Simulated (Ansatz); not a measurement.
# RuS2: the cost of one run

Program: Ansatz 0.2.0. Level of theory: DFT, PBE, plane-wave PAW, default files, scalar-relativistic, as far as a step names no other. These are calculated values, not measurements.

### Step 1. The starting structure

It takes space group Pa-3 (No. 205, cubic). The conventional cell has a = 5.631 Å, b = 5.631 Å, c = 5.631 Å, α = 90.00°, β = 90.00°, γ = 90.00°. Around Ru (site symmetry -3) lie 6 S at 2.36 Å. S (site symmetry 3) is surrounded by 1 S at 2.18 Å and 3 Ru at 2.36 Å.

Coordinates:

```
Ru S
1.0
     5.63061    0.00000    0.00000
     0.00000    5.63061    0.00000
     0.00000    0.00000    5.63061
Ru S
4 8
Cartesian
  0.0000 2.8153 2.8153
  2.8153 2.8153 0.0000
  2.8153 0.0000 2.8153
  0.0000 0.0000 0.0000
  2.1858 0.6295 5.0011
  0.6295 5.0011 2.1858
  5.0011 2.1858 0.6295
  3.4448 3.4448 3.4448
  2.1858 2.1858 2.1858
  0.6295 3.4448 5.0011
  5.0011 0.6295 3.4448
  3.4448 5.0011 0.6295
```

### Step 2. Gradients at the starting positions

input.yaml reads:

```yaml
crystal:
  lattice:
    - [5.63060972, 0.0, 0.0]
    - [0.0, 5.63060972, 0.0]
    - [0.0, 0.0, 5.63060972]
  atoms:
    - { symbol: Ru, position: [0.0, 0.5, 0.5], spin: 2.0 }
    - { symbol: Ru, position: [0.5, 0.5, 0.0], spin: 2.0 }
    - { symbol: Ru, position: [0.5, 0.0, 0.5], spin: 2.0 }
    - { symbol: Ru, position: [0.0, 0.0, 0.0], spin: 2.0 }
    - { symbol: S, position: [0.38820417, 0.11179583, 0.88820417] }
    - { symbol: S, position: [0.11179583, 0.88820417, 0.38820417] }
    - { symbol: S, position: [0.88820417, 0.38820417, 0.11179583] }
    - { symbol: S, position: [0.61179583, 0.61179583, 0.61179583] }
    - { symbol: S, position: [0.38820417, 0.38820417, 0.38820417] }
    - { symbol: S, position: [0.11179583, 0.61179583, 0.88820417] }
    - { symbol: S, position: [0.88820417, 0.11179583, 0.61179583] }
    - { symbol: S, position: [0.61179583, 0.88820417, 0.11179583] }
magnetization:
  spin_polarized: true
kpoints:
  mp_grid: { grid: [5, 5, 5] }
scf:
  occupations: { method: fermi_dirac, width: 0.02 }
hamiltonian:
  xc: pbe
  pseudopotentials: { kind: paw }
output:
  forces: true
  stress: true
  populations: true
  efg:
    quadrupole_moments_barn: { Ru: 0.079, S: -0.0694 }
    contact_densities: true
```

On the command line:

```sh
> ansatz run input.yaml --threads 1 --pin off --max-ram 3072MiB --backend cpu --events-out ev --progress --plain --runs-dir out
```

**Question.** How long does this run take on 1 thread of Intel Xeon 6975P-C (Granite Rapids), shared host, and how much memory does it need?

About 15 s, with a peak of 0.65 GiB.
